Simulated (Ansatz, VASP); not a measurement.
# Zn in VASP and in Ansatz

```
Zn
1.0
    -1.58473    1.56904    1.56904
     1.58473   -1.56904    1.56904
     1.58473    1.56904   -1.56904
Zn
1
Direct
  0.00000 0.00000 0.00000
```

Change from the starting cell: strain +0.0100 x Voigt [1, 0, 0, 0, 0, 0], atoms carried along.

Alike in both runs: task single point; functional PBE; k mesh 22 × 22 × 22; occupations gaussian, width 0.15 eV; no spin polarisation.

```csv
,VASP,Ansatz
version,VASP 6.6.1,Ansatz 0.2.0
potentials or method,"VASP PAW PBE potentials, release 64 (Zn)","scalar-relativistic, plane waves, PAW"
plane-wave cutoff (eV),520,420
valence electrons in the cell,12,12
```

Ansatz gave:

- gap on the k mesh at the Fermi level (eV): none
- pressure (GPa): -0.8
- largest component of the traceless stress (GPa): 0.30

Problem. Which values does VASP return?

Solution. gap on the k mesh at the Fermi level (eV): none; pressure (GPa): -0.5; largest component of the traceless stress (GPa): 0.30.

A gap of «none» marks a metal or a gap that the smearing closes. The functional is the same, so the differences come from potentials, cutoffs and numerics.
